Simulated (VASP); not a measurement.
# N2 in VASP: relaxation of the atoms with rev-vdW-DF2

Aim: the relaxation of the atoms of N2 with rev-vdW-DF2.

Everything below comes from runs of VASP 6.6.1. Logs are shortened: lines on timing, memory, paths and dates and some standing lists are left out, and cuts for length are marked.

### Step 1. Starting point

The cell holds a molecule in a box, 2 atoms: a = 11.441 Å, b = 11.941 Å, c = 12.441 Å, α = 90.00°, β = 90.00°, γ = 90.00°.

### Step 2. Relaxation of the atoms, rev-vdW-DF2

INCAR reads:

```
PREC = Accurate ; ENCUT = 400
EDIFF = 1E-7 ; ISMEAR = 0
SIGMA = 0.01 ; LREAL = F
LASPH = T ; NELM = 60
ALGO = Fast ; ISIF = 2
LWAVE = F ; LCHARG = F
GGA = MK ; LUSE_VDW = T
AGGAC = 0.0 ; PARAM1 = 0.1234
PARAM2 = 0.711357 ; ZAB_VDW = -1.8867
IBRION = 2 ; NSW = 120
EDIFFG = -0.03 ; ISYM = 0
```

KPOINTS reads:

```
Automatic mesh
0
Gamma
  1 1 1
```

POSCAR reads:

```
N
1.0
   11.4414717937      0.0000000000      0.0000000000
    0.0000000000     11.9414717937      0.0000000000
    0.0000000000      0.0000000000     12.4414717937
N
2
Selective dynamics
Direct
    0.5214622657      0.5159199176      0.4621639703  F F F
    0.4785377343      0.4924542595      0.5378360297  T T T
```

Potentials or basis: VASP PAW PBE potentials, release 64 (N).

Run with:

```
$ cat potpaw_PBE.64/N/POTCAR > POTCAR
$ mpirun -np 1 vasp_gam > vasp.out
```

OUTCAR:

```text
PREC = Accurate
   ENCUT = 400
   EDIFF = 1E-7
   ISMEAR = 0
   LREAL = F
   LASPH = T
   NELM = 60
   ISIF = 2
   GGA = MK
   IBRION = 2
   NSW = 120
   EDIFFG = -0.03
   ISYM = 0

 ion  position               nearest neighbor table
   1  0.521  0.516  0.462-   2 1.10
   2  0.479  0.492  0.538-   1 1.10

IMPORTANT INFORMATION: All symmetrisations will be switched off!
NOSYMM: (Re-)initialisation of all symmetry stuff for point group C_1.

----------------------------------------------------------------------------------------

                                     Primitive cell

  volume of cell :    1699.8536

  direct lattice vectors                    reciprocal lattice vectors
    11.441471794  0.000000000  0.000000000     0.087401343  0.000000000  0.000000000
     0.000000000 11.941471794  0.000000000     0.000000000  0.083741771  0.000000000
     0.000000000  0.000000000 12.441471794     0.000000000  0.000000000  0.080376343

  length of vectors
    11.441471794 11.941471794 12.441471794     0.087401343  0.083741771  0.080376343

  position of ions in fractional coordinates (direct lattice)
     0.521462266  0.515919918  0.462163970
     0.478537734  0.492454260  0.537836030

  ion indices of the primitive-cell ions
   primitive index   ion index
                 1           1
                 2           2

----------------------------------------------------------------------------------------

 KPOINTS: Automatic mesh

Automatic generation of k-mesh.
 Grid dimensions read from file:
 generate k-points for:    1    1    1

 Generating k-lattice:

  Cartesian coordinates                     Fractional coordinates (reciprocal lattice)
     0.087401343  0.000000000  0.000000000     1.000000000  0.000000000  0.000000000
     0.000000000  0.083741771  0.000000000     0.000000000  1.000000000  0.000000000
     0.000000000  0.000000000  0.080376343     0.000000000  0.000000000  1.000000000

  Length of vectors
     0.087401343  0.083741771  0.080376343

  Shift w.r.t. Gamma in fractional coordinates (k-lattice)
     0.000000000  0.000000000  0.000000000

 Subroutine IBZKPT returns following result:
 ===========================================

 Found      1 irreducible k-points:

 Following reciprocal coordinates:
            Coordinates               Weight
  0.000000  0.000000  0.000000      1.000000
   k-points           NKPTS =      1   k-points in BZ     NKDIM =      1   number of bands    NBANDS=      9
   number of dos      NEDOS =    301   number of ions     NIONS =      2
   total plane-waves  NPLWV = 537600
   dimension x,y,z NGX =    80 NGY =   80 NGZ =   84
   dimension x,y,z NGXF=   160 NGYF=  160 NGZF=  168
   ions per type =               2
   NGX,Y,Z   is equivalent  to a cutoff of  11.62, 11.14, 11.22 a.u.
   NGXF,Y,Z  is equivalent  to a cutoff of  23.25, 22.27, 22.45 a.u.
 SYSTEM =  unknown system
   PREC   = accura    normal or accurate (medium, high low for compatibility)
   ISTART =      0    job   : 0-new  1-cont  2-samecut
   ICHARG =      2    charge: 1-file 2-atom 10-const
   ISPIN  =      1    spin polarized calculation?
   LNONCOLLINEAR =      F non collinear calculations
   LSORBIT =      F    spin-orbit coupling
   LASPH  =      T    aspherical Exc in radial PAW
   ENCUT  =  400.0 eV  29.40 Ry    5.42 a.u.  18.66 19.47 20.29*2*pi/ulx,y,z
   NELM   =     60;   NELMIN=  2; NELMDL= -5     # of ELM steps
   EDIFF  = 0.1E-06   stopping-criterion for ELM
   LREAL  =      F    real-space projection
   EDIFFG = -.3E-01   stopping-criterion for IOM
   NSW    =    120    number of steps for IOM
   IBRION =      2    ionic relax: 0-MD 1-quasi-New 2-CG
   NFREE  =      1    steps in history (QN), initial steepest desc. (CG)
   ISIF   =      2    stress and relaxation
   ISYM   =      0    0-nonsym 1-usesym 2-fastsym
   POTIM  = 0.5000    time-step for ionic-motion
   TEBEG  =    0.0;   TEEND  =   0.0 temperature during run
   PSTRESS=    0.0 pullay stress
   NELECT =      10.0000    total number of electrons
   NUPDOWN=      -1.0000    fix difference up-down
   EMIN   =  10.00;   EMAX   =-10.00  energy-range for DOS
   EFERMI =   0.00;   METHOD = LEGACY
   ISMEAR =     0;   SIGMA  =   0.01  broadening in eV -4-tet -1-fermi 0-gaus
   EFERMI_NEDOS =   21; number of points for ismear=-14 and -15
   IALGO  =     68    algorithm
   IMIX   =      4    mixing-type and parameters
     AMIX     =   0.40;   BMIX     =  1.00
     AMIX_MAG =   1.60;   BMIX_MAG =  1.00
  volume/ion in A,a.u.               =     849.93      5735.59
  Fermi-wavevector in a.u.,A,eV,Ry     =   0.295532  0.558474  1.188320  0.087339
  Thomas-Fermi vector in A             =   1.159194
   LORBIT       =      0    0 simple, 1 ext, 2 COOP (PROOUT), +10 PAW based schemes
   GGA     = MK    functional components
   LHFCALC =     F    Hartree Fock is set to
   AEXX    =    0.0000 exact exchange contribution
   IVDW_NL    =     1    kernel type
   BPARAM     = 6.3000
   IVDW    =     0    specifies the selected vdW correction
   LEPSILON=     F    determine dielectric tensor
   LRPA    =     F    only Hartree local field effects (RPA)
 conjugate gradient relaxation of ions
 non-spin polarized calculation
 RMM-DIIS sequential band-by-band and
 Gauss-broadening in eV      SIGMA  =   0.01
  energy-cutoff  :      400.00
  volume of cell :     1699.85
 maximum number of plane-waves:     15454
 NGX is ok and might be reduce to    80
   NGX = 37   NGY = 39   NGZ = 41

--------------------------------------- Ionic step        1  -------------------------------------------

 number of electron      10.0000002 magnetization

 Free energy of the ion-electron system (eV)
  ---------------------------------------------------
  ext. energy  EPLUGINS =         0.00000000
  ---------------------------------------------------
  free energy    TOTEN  =       -14.05660981 eV

  energy without entropy =      -14.05660981  energy(sigma->0) =      -14.05660981

------------------------ aborting loop because EDIFF is reached ----------------------------------------

  FORCE on cell =-STRESS in cart. coord.  units (eV):
  Direction    XX          YY          ZZ          XY          YZ          ZX
  --------------------------------------------------------------------------------------
  -------------------------------------------------------------------------------------
  Total       -0.5343449     -0.9042111      0.8875854      0.3051133     -0.5805173     -1.0221002
  in kB       -0.5036406     -0.8522537      0.8365833      0.2875810     -0.5471599     -0.9633687
  external PRESSURE =      -0.1731037 kB  Pullay stress =       0.0000000 kB
[... 101 lines left out ...]
--------------------------------------- Ionic step        4  -------------------------------------------

 number of electron      10.0000002 magnetization

 Free energy of the ion-electron system (eV)
  ---------------------------------------------------
  ext. energy  EPLUGINS =         0.00000000
  ---------------------------------------------------
  free energy    TOTEN  =       -14.07793944 eV

  energy without entropy =      -14.07793944  energy(sigma->0) =      -14.07793944

 E-fermi : -10.1979     XC(G=0):  -0.5921

 val. band max:      -10.2459789808   @ k =   0.0000   0.0000   0.0000
 cond. band min:      -2.1957518326   @ k =   0.0000   0.0000   0.0000
 fundamental gap:      8.0502271482
 Fermi energy:       -10.1978641055

 k-point     1 :       0.0000    0.0000    0.0000
  band No.  band energies     occupation
      1     -28.1622      2.00000
      2     -13.5325      2.00000
      3     -11.5401      2.00000
      4     -11.5399      2.00000
      5     -10.2460      2.00000
      6      -2.1958      0.00000
      7      -2.1953      0.00000
      8      -0.4127      0.00000
      9       0.5119      0.00000
[... 31 lines left out ...]
  energy  without entropy=      -14.0779394393  energy(sigma->0) =      -14.07793944

Total vdW correction in eV:      2.2610946

 reached required accuracy - stopping structural energy minimisation
```

Wall time 69 min (1 thread of Intel Xeon Platinum 8259CL at 2.50GHz (Skylake/Cascade Lake), shared host); peak memory 3.2 GiB.

Results:

```
Free energy                     : -14.0779 eV
Energy gained by relaxing       : 10.7 meV/atom
Ionic steps                     : 4
Gap between the frontier levels : 8.05 eV
```

The path:
```csv
step,energy change (eV),largest force (eV/Å),pressure (GPa)
1,0.0000,2.6570,-0.02
2,0.6940,11.0362,-0.51
3,-0.0213,0.0871,-0.11
4,-0.0213,0.0064,-0.11
```

Final structure:
```xyz
2
Lattice="11.4415 0.0000 0.0000 0.0000 11.9415 0.0000 0.0000 0.0000 12.4415" Properties=species:S:1:pos:R:3 pbc="T T T"
N     5.9663    6.1608    5.7500
N     5.4678    5.8765    6.7056
```

Levels at points of the mesh, in eV from the valence-band top:
```tsv
k point	band 2	band 3	band 4	band 5	band 6	band 7	band 8	band 9
(0.00, 0.00, 0.00)	-3.29	-1.29	-1.29	0.00	8.05	8.05	9.83	10.76
```

Caveat: the cutoff is under 1.25 times the usual one of these potentials, so pressure, stress and relaxed cells hold a basis-set (Pulay) error; the standard files for N, O and F lose accuracy on very short bonds; the PAW data sets were made with another functional, which shifts forces and pressure a little.
